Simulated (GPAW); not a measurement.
# CdS (Hawleyite) (F-43m) in GPAW: convergence with plane-wave cutoff (eV)

Aim: find how far plane-wave cutoff (eV) must go before the results for CdS (Hawleyite) settle, at RPBE. This setting moves, with any that are tied to it; all else stays.

All numbers are computed with GPAW 26.7.0; they aren't measurements. Logs are shortened: lines on timing, memory, paths and dates and some standing lists are left out, and cuts for length are marked. The log counts tension as positive stress, the text compression.

## Step 1: The structure

Symmetry: F-43m, No. 216, cubic system. Conventional cell: a = 5.833 Å, b = 5.833 Å, c = 5.833 Å, α = 90.00°, β = 90.00°, γ = 90.00°. Cd (site symmetry -43m) has 4 S at 2.53 Å as nearest neighbours. Around S (site symmetry -43m) lie 4 Cd at 2.53 Å.

## Step 2: With plane-wave cutoff (eV) 200

Input file run.py:

```python
from ase.dft.bandgap import bandgap
from ase.io import read, write
from ase.units import GPa
from gpaw import GPAW, PW

atoms = read('CdS.xyz')

calc = GPAW(mode=PW(200),
            xc='RPBE',
            kpts={'size': (8, 8, 8), 'gamma': True},
            occupations={'name': 'fermi-dirac', 'width': 0.05},
            nbands=18,
            convergence={'density': 1e-05, 'energy': 1e-05},
            maxiter=100,
            txt='gpaw.txt')
atoms.calc = calc
energy = atoms.get_potential_energy()
forces = atoms.get_forces()
stress = atoms.get_stress()
calc.write('gs.gpw')
write('result.traj', atoms)
print(f'Energy: {energy:.6f} eV')
print('Forces (eV/A):')
print(forces.round(4))
print('Stress (GPa):', (stress / GPa).round(3))
print('Fermi level:', round(calc.get_fermi_level(), 4), 'eV')
print(f'Gap: {bandgap(calc)[0]:.4f} eV, direct: {bandgap(calc, direct=True)[0]:.4f} eV')
```

Input file CdS.xyz:

```xyz
2
Lattice="0.0000000000 2.9165000000 2.9165000000 2.9165000000 0.0000000000 2.9165000000 2.9165000000 2.9165000000 0.0000000000" Properties=species:S:1:pos:R:3 pbc="T T T"
Cd     0.0000000000      0.0000000000      0.0000000000
S      4.3747500000      4.3747500000      4.3747500000
```

Potentials or basis: the program's PAW data sets (release 1.2.1) made for this functional, pw.

The run is started by

```bash
$ OMP_NUM_THREADS=1 python run.py
```

Wall time 5.7 s (1 thread of Arm Neoverse V1, shared host); peak memory 0.12 GiB.

What came out:

| Item | Value |
| --- | --- |
| Free energy | -4.7180 eV |
| Pressure | -6.9 GPa |
| Band gap on the k mesh | 1.30 eV, direct |

## Step 3: With plane-wave cutoff (eV) 250

run.py: that of step 2 with these lines changed.

```diff
@@ -7,3 +7,3 @@
 
-calc = GPAW(mode=PW(200),
+calc = GPAW(mode=PW(250),
             xc='RPBE',
```

CdS.xyz is that of step 2.

Potentials or basis: the program's PAW data sets (release 1.2.1) made for this functional, pw.

The run is started by

```bash
$ OMP_NUM_THREADS=1 python run.py
```

Run time: 6.4 s. Hardware: 1 thread of Arm Neoverse V1, shared host; peak memory 0.13 GiB.

Results:

| Property | Result |
| --- | --- |
| Free energy | -5.0898 eV |
| Pressure | 4.5 GPa |
| Band gap on the k mesh | 1.27 eV, direct |

## Step 4: With plane-wave cutoff (eV) 300

run.py: that of step 3 with these lines changed.

```diff
@@ -7,3 +7,3 @@
 
-calc = GPAW(mode=PW(250),
+calc = GPAW(mode=PW(300),
             xc='RPBE',
```

CdS.xyz is that of step 3.

The run is started by

```bash
$ OMP_NUM_THREADS=1 python run.py
```

It took 10 s on 1 thread of Arm Neoverse V1, shared host; peak memory 0.13 GiB.

What came out:

```
Free energy            : -5.1997 eV
Pressure               : 2.5 GPa
Band gap on the k mesh : 1.28 eV, direct
```

## Step 5: With plane-wave cutoff (eV) 350

run.py: that of step 4 with these lines changed.

```diff
@@ -7,3 +7,3 @@
 
-calc = GPAW(mode=PW(300),
+calc = GPAW(mode=PW(350),
             xc='RPBE',
```

CdS.xyz is that of step 4.

The run is started by

```bash
$ OMP_NUM_THREADS=1 python run.py
```

Run time: 11 s. Hardware: 1 thread of Arm Neoverse V1, shared host; peak memory 0.13 GiB.

Results:

- Free energy: -5.3997 eV
- Pressure: 2.1 GPa
- Band gap on the k mesh: 1.30 eV, direct

## Step 6: With plane-wave cutoff (eV) 400

run.py: that of step 5 with these lines changed.

```diff
@@ -7,3 +7,3 @@
 
-calc = GPAW(mode=PW(350),
+calc = GPAW(mode=PW(400),
             xc='RPBE',
```

CdS.xyz is that of step 5.

Potentials or basis: the program's PAW data sets (release 1.2.1) made for this functional, pw.

The run is started by

```bash
$ OMP_NUM_THREADS=1 python run.py
```

Run time: 9.8 s. Hardware: 1 thread of Arm Neoverse V1, shared host; peak memory 0.14 GiB.

What came out:

- Free energy: -5.5472 eV
- Pressure: 3.1 GPa
- Band gap on the k mesh: 1.31 eV, direct

## Step 7: With plane-wave cutoff (eV) 500

run.py: that of step 6 with these lines changed.

```diff
@@ -7,3 +7,3 @@
 
-calc = GPAW(mode=PW(400),
+calc = GPAW(mode=PW(500),
             xc='RPBE',
```

CdS.xyz is that of step 6.

The run is started by

```bash
$ OMP_NUM_THREADS=1 python run.py
```

Run time: 18 s. Hardware: 1 thread of Arm Neoverse V1, shared host; peak memory 0.15 GiB.

Results (log left out):

```yaml
Free_energy: -5.6482 eV
Pressure: 4.6 GPa
Band_gap_on_the_k_mesh: 1.31 eV, direct
```

## Step 8: With plane-wave cutoff (eV) 600

run.py: that of step 7 with these lines changed.

```diff
@@ -7,3 +7,3 @@
 
-calc = GPAW(mode=PW(500),
+calc = GPAW(mode=PW(600),
             xc='RPBE',
```

CdS.xyz is that of step 7.

The run is started by

```bash
$ OMP_NUM_THREADS=1 python run.py
```

Run time: 19 s. Hardware: 1 thread of Arm Neoverse V1, shared host; peak memory 0.16 GiB.

Results (log left out):

| Item | Value |
| --- | --- |
| Free energy | -5.6597 eV |
| Pressure | 4.8 GPa |
| Band gap on the k mesh | 1.31 eV, direct |

## Step 9: With plane-wave cutoff (eV) 800

run.py: that of step 8 with these lines changed.

```diff
@@ -7,3 +7,3 @@
 
-calc = GPAW(mode=PW(600),
+calc = GPAW(mode=PW(800),
             xc='RPBE',
```

CdS.xyz is that of step 8.

Potentials or basis: the program's PAW data sets (release 1.2.1) made for this functional, pw.

The run is started by

```bash
$ OMP_NUM_THREADS=1 python run.py
```

It took 28 s on 1 thread of Arm Neoverse V1, shared host; peak memory 0.18 GiB.

It converged, with:

* Free energy: -5.6638 eV
* Pressure: 4.9 GPa
* Band gap on the k mesh: 1.31 eV, direct

## Step 10: With plane-wave cutoff (eV) 1000

run.py: that of step 9 with these lines changed.

```diff
@@ -7,3 +7,3 @@
 
-calc = GPAW(mode=PW(800),
+calc = GPAW(mode=PW(1000),
             xc='RPBE',
```

CdS.xyz is that of step 9.

Potentials or basis: the program's PAW data sets (release 1.2.1) made for this functional, pw.

The run is started by

```bash
$ OMP_NUM_THREADS=1 python run.py
```

gpaw.txt:

```text
__  _  _
 | _ |_)|_||  |
 |__||  | ||/\| - 26.7.0

Input parameters:
  mode=PW(ecut=1000.0),
  convergence={'density': 1e-05, 'energy': 1e-05},
  kpts=MonkhorstPack(size=(8, 8, 8), gamma=True),
  maxiter=100,
  nbands=18,
  occupations=Occupations(name='fermi-dirac', width=0.05),
  xc=XC(name='RPBE')

Diagonalizing LCAO Hamiltonian
Converting LCAO to pw mode

                     S

       Cd

Atoms  # Å, Bohr magnetons
|   | symbol |        x |        y |        z |    initial magnetic moments |
|---|--------|----------|----------|----------|-----------------------------|
| 0 |     Cd | 0.000000 | 0.000000 | 0.000000 | ( 0.0000,  0.0000,  0.0000) |
| 1 |      S | 4.374750 | 4.374750 | 4.374750 | ( 0.0000,  0.0000,  0.0000) |

Unit cell  # Å
| periodic |        x |        y |        z |  lengths |    angles |
|----------|----------|----------|----------|----------|-----------|
|      yes | 0.000000 | 2.916500 | 2.916500 | 4.124554 | 60.000000 |
|      yes | 2.916500 | 0.000000 | 2.916500 | 4.124554 | 60.000000 |
|      yes | 2.916500 | 2.916500 | 0.000000 | 4.124554 | 60.000000 |

Number of symmetries: 24
Symmetry operations  # r_c * U_cc + t_c -> r_c
|    | kind |            matrix            |
|----|------|------------------------------|
|  0 |  E   |  1, 0, 0,  0, 1, 0,  0, 0, 1 |
|  1 |  σ   |  1, 0, 0,  0, 0, 1,  0, 1, 0 |
|  2 |  σ   |  1, 0,-1,  0, 1,-1,  0, 0,-1 |
|  3 |  C3  |  1, 0,-1,  0, 0,-1,  0, 1,-1 |
|  4 |  C3  |  1,-1, 0,  0,-1, 1,  0,-1, 0 |
|  5 |  σ   |  1,-1, 0,  0,-1, 0,  0,-1, 1 |
|  6 |  σ   |  0, 1, 0,  1, 0, 0,  0, 0, 1 |
|  7 |  C3  |  0, 1, 0,  0, 0, 1,  1, 0, 0 |
|  8 |  C2  |  0, 1,-1,  1, 0,-1,  0, 0,-1 |
|  9 |  S4  |  0, 1,-1,  0, 0,-1,  1, 0,-1 |
| 10 |  C3  |  0, 0, 1,  1, 0, 0,  0, 1, 0 |
| 11 |  σ   |  0, 0, 1,  0, 1, 0,  1, 0, 0 |
| 12 |  S4  |  0, 0,-1,  1, 0,-1,  0, 1,-1 |
| 13 |  C3  |  0, 0,-1,  0, 1,-1,  1, 0,-1 |
| 14 |  S4  |  0,-1, 1,  1,-1, 0,  0,-1, 0 |
| 15 |  C2  |  0,-1, 1,  0,-1, 0,  1,-1, 0 |
| 16 |  C3  |  0,-1, 0,  1,-1, 0,  0,-1, 1 |
| 17 |  S4  |  0,-1, 0,  0,-1, 1,  1,-1, 0 |
| 18 |  S4  | -1, 1, 0, -1, 0, 1, -1, 0, 0 |
| 19 |  C3  | -1, 1, 0, -1, 0, 0, -1, 0, 1 |
| 20 |  C3  | -1, 0, 1, -1, 1, 0, -1, 0, 0 |
| 21 |  S4  | -1, 0, 1, -1, 0, 0, -1, 1, 0 |
| 22 |  σ   | -1, 0, 0, -1, 1, 0, -1, 0, 1 |
| 23 |  C2  | -1, 0, 0, -1, 0, 1, -1, 1, 0 |

BZ-sampling:
  Number of BZ points: 512
  Number of IBZ points: 29

  Monkhorst-Pack size: [8, 8, 8]
  Monkhorst-Pack shift: [0.0625, 0.0625, 0.0625]

K-points  # in reciprocal-cell coordinates
|     |                                coordinates |     weight |
|-----|--------------------------------------------|------------|
|   0 | (  0.00000000,   0.00000000,   0.00000000) | 0.00195312 |
|   1 | (  0.12500000,   0.12500000,   0.00000000) | 0.01171875 |
|   2 | (  0.12500000,   0.12500000,   0.12500000) | 0.01562500 |
|   3 | (  0.25000000,   0.12500000,   0.12500000) | 0.02343750 |
|   4 | (  0.25000000,   0.25000000,   0.00000000) | 0.01171875 |
|   5 | (  0.25000000,   0.25000000,   0.12500000) | 0.04687500 |
|   6 | (  0.25000000,   0.25000000,   0.25000000) | 0.01562500 |
|   7 | (  0.37500000,   0.25000000,  -0.37500000) | 0.04687500 |
|   8 | (  0.37500000,   0.25000000,   0.12500000) | 0.04687500 |
|   9 | (  0.37500000,   0.25000000,   0.25000000) | 0.04687500 |
| ... |                                            |            |
|  28 | (  0.50000000,   0.50000000,   0.50000000) | 0.00781250 |

Plane wave coefficients: 3591
Cutoff: 1000.0 eV

Spin-components: 1 (collinear spins)
Bands:           18
Projectors:      11
Spin-degeneracy: 2
Datatype:        complex128

Parallelization:
  kpt:    1
  domain: 1
  band:   1

Density:
  Valence electrons: 18.0
  Components: 1
  Grid points: [32 32 32]
  Charge: 0.0  # |e|

Potential:
  Grid points: [32 32 32]

species:
  Cd:
    name:    Cadmium
    Z:       48.0
    valence: 12
    core:    36
    charge:  0.0  # [|e|]
    compensation charges:
      type: gauss
      rc: 0.38  # [Å]
      lmax: 2
    cutoffs:
      filter: 2.12  # [Å]
      core: 2.62  # [Å]
    projectors
    | kind |    occ | energy [eV] | rcut [Å] |
    |------|--------|-------------|----------|
    |   5s |  2.000 |      -5.542 |    1.191 |
    |   5p |  0.000 |      -1.167 |    1.228 |
    |   4d | 10.000 |     -11.705 |    1.164 |
    |    s |        |      21.670 |    1.191 |
    |    p |        |      26.044 |    1.228 |
    |    d |        |      15.507 |    1.164 |

    Using partial waves for Cd as LCAO basis

  S:
    name:    Sulfur
    Z:       16.0
    valence: 6
    core:    10
    charge:  0.0  # [|e|]
    compensation charges:
      type: gauss
      rc: 0.24  # [Å]
      lmax: 2
    cutoffs:
      filter: 1.77  # [Å]
      core: 1.66  # [Å]
    projectors
    | kind |    occ | energy [eV] | rcut [Å] |
    |------|--------|-------------|----------|
    |   3s |  2.000 |     -17.247 |    0.974 |
    |   3p |  4.000 |      -6.991 |    0.979 |
    |    s |        |       9.964 |    0.974 |
    |    p |        |      20.220 |    0.979 |
    |    d |        |       0.000 |    0.900 |

    Using partial waves for S as LCAO basis

Reference energy: -163043.144156  # eV

eigensolver:
  PPCG
  Converge bands: occupied
  niter=2

density mixing:
  MSR1-Mixer
  Pratt-step length: 0.05
  Maximum mixing coefficient: 0.75
  Old densities: 10
  SVD Regularization: 0.005
  Good broyden scale: 1.0
  Trust region scale: 1.0
  Backstep threshold: 4.0
  History deletion threshold: 6.0
  Fourier metric: weight=20.0, sigma=0.015

occupation numbers:
  Fermi-Dirac:
    width: 0.0500  # eV

poisson solver:
  ecut: 8000.0  # eV

xc functional:
  name: RPBE with 2 nearest neighbor stencil

convergence criteria:
- Maximum integral of absolute [dens]ity change: 1e-05 electrons / valence electron
- Maximum [total energy] change in last 3 cyles: 1e-05 eV / valence electron
- Maximum integral of absolute [eigenst]ate change: 4e-08 eV^2 / valence electron
maximum number of iterations: 100

SCF iterations
|iter     | |      energy | eigst |  dens |
|---------|-|-------------|-------|-------|
|iter:   1| |   -6.188946 | -0.34 |       |
|iter:   2| |   -6.070556 | -2.17 | -1.10 |
|iter:   3| |   -5.662578 | -1.48 | -1.15 |
|iter:   4| |   -5.664445 | -3.24 | -1.74 |
|iter:   5| |   -5.665186 | -3.72 | -2.14 |
|iter:   6| |   -5.665281 | -5.06 | -2.96 |
|iter:   7| |   -5.665303c| -6.01 | -3.40 |
|iter:   8| |   -5.665303c| -7.45c| -4.37 |
|iter:   9| |   -5.665303c| -8.14c| -4.83 |
|iter:  10| |   -5.665303c| -8.73c| -5.69c|

Converged in 10 steps
Energy contributions relative to reference atoms: (reference = -163043.144156)

Energy contributions:
  Kinetic:          21.796538
  Coulomb:         -19.600068
  Zero:              0.185501
  External:          0.000000
  Xc:               -8.047274
  Entropy:          -0.000000
  Spinorbit:         0.000000
  ----------------------------
  Free energy:      -5.665303
  Extrapolated:     -5.665303

dipole moment: (-16.469095, -16.469095, -16.469095)  # |e|*Ang

Fermi level: 4.411
Eigenvalues  # (at kpt = [0.000, 0.000, 0.000])
| band index |      eig [eV] | occ [0-2] |
|------------|---------------|-----------|
|          0 |        -8.648 |     2.000 |
|          1 |        -3.972 |     2.000 |
|          2 |        -3.972 |     2.000 |
|          3 |        -3.972 |     2.000 |
|          4 |        -3.489 |     2.000 |
|          5 |        -3.489 |     2.000 |
[... 10 lines left out ...]
|         16 |        17.210 |     0.000 |
|         17 |        17.210 |     0.000 |

Gap: 1.309 eV
Transition (v -> c):
  (s=0, k=0, n=8, [0.00, 0.00, 0.00]) -> (s=0, k=0, n=9, [0.00, 0.00, 0.00])
No difference between direct/indirect transitions

Forces  # eV/Ang
|        x |       y |        z |
|----------|---------|----------|
|  0.00000 | 0.00000 | -0.00000 |  # Cd   0
| -0.00000 | 0.00000 |  0.00000 |  # S    1

Stress tensor  # eV/Ang^3
|         x |         y |         z |
|-----------|-----------|-----------|
| -0.030480 | -0.000000 | -0.000000 |
| -0.000000 | -0.030480 |  0.000000 |
| -0.000000 |  0.000000 | -0.030480 |

# Writing to gs.gpw (mode='')
```

It took 32 s on 1 thread of Arm Neoverse V1, shared host; peak memory 0.22 GiB.

What came out:

```yaml
Free_energy: -5.6653 eV
Pressure: 4.9 GPa
Band_gap_on_the_k_mesh: 1.31 eV, direct
```

## Step 11: The series at a glance

```
plane-wave cutoff (eV)  energy less the tightest run, at zero smearing (meV/atom)  pressure (GPa)  gap on the mesh (eV)  SCF cycles  CPU time (s)  peak memory (GiB)
                   200                                                     473.67           -6.93                 1.296          10           5.7               0.12
                   250                                                     287.77            4.52                 1.272          10           6.4               0.13
                   300                                                     232.79            2.49                 1.284          10            10               0.13
                   350                                                     132.82            2.08                 1.300          10            11               0.13
                   400                                                      59.04            3.06                 1.309          10           9.8               0.14
                   500                                                       8.56            4.58                 1.312          10            18               0.15
                   600                                                       2.82            4.85                 1.311          10            19               0.16
                   800                                                       0.77            4.87                 1.309          10            28               0.18
                  1000                                                       0.00            4.88                 1.309          10            32               0.22
```

Against the tightest run, the energy stays within 1 meV/atom from 800 on; the pressure stays within 0.1 GPa from 600 on; the gap on the mesh stays within 0.01 eV from 350 on. The tightest run that finished is the yardstick and may itself not be fully converged.
